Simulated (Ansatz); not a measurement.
# Pressure coefficients of MgI$_{2}$

```cif
data_structure
_symmetry_space_group_name_H-M 'P 1'
_symmetry_Int_Tables_number 1
_cell_length_a 4.1537
_cell_length_b 4.1537
_cell_length_c 6.8620
_cell_angle_alpha 90.000
_cell_angle_beta 90.000
_cell_angle_gamma 120.000
_cell_volume 102.53
loop_
_atom_site_label
_atom_site_type_symbol
_atom_site_fract_x
_atom_site_fract_y
_atom_site_fract_z
_atom_site_occupancy
Mg1 Mg 0.00000 0.00000 0.00000 1
I1 I 0.33333 0.66667 0.75763 1
I2 I 0.66667 0.33333 0.24237 1
```

The runs use the primitive cell with vectors (4.154, 0.000, 0.000), (-2.077, 3.597, 0.000), (0.000, 0.000, 6.862) Å, to which the k mesh refers.

The cell is a measured one (Crystallography Open Database entry 2013551); the temperature and pressure of the measurement aren't taken into account, and nothing was relaxed.

Spin–orbit coupling is left out, though it moves levels of the heavy atoms by tenths of an eV or more.

The calculation used Ansatz 0.2.0, DFT, PBEsol, all-electron LAPW, scalar-relativistic.

The runs use a Γ-centred 7×7×4 k mesh, Fermi–Dirac smearing of 0.03 eV, basis error target 1 meV/atom, no spin polarisation.

The cell is scaled evenly with fractional coordinates held. Semilocal gaps are too small, but their slopes usually carry over better; a slope of a few tenths of an eV per unit of ln V is near zero and can change sign within a few per cent of volume.

```tsv
V/V(cell)	P (GPa)	gap on the k mesh (eV)
0.9400	1.92	3.500
0.9800	0.44	3.488
1.0000	-0.19	3.478
1.0100	-0.48	3.472
```

Question: From the rows at 0.9800 and 1.0100, what is the bulk modulus at the cell's volume?

Answer: B = −ΔP/Δln V = −[(-0.48) − (0.44)]/0.03015 = 30.5 GPa.

Question: What are the gap's volume deformation potential and pressure coefficient?

Answer: dEg/dln V = (3.472 − 3.488)/0.03015 = -0.53 eV, and dEg/dP = −(dEg/dln V)/B = 17 meV/GPa: pressure widens the gap.

Question: Predict the row at V/V(cell) = 1.0400. How far is a linear estimate of P off?

Answer: P = -1.26 GPa, gap 3.430 eV. The linear estimate P(cell) − B ln(V/V(cell)) = -1.39 GPa misses by 0.13 GPa, since the modulus falls on expansion.
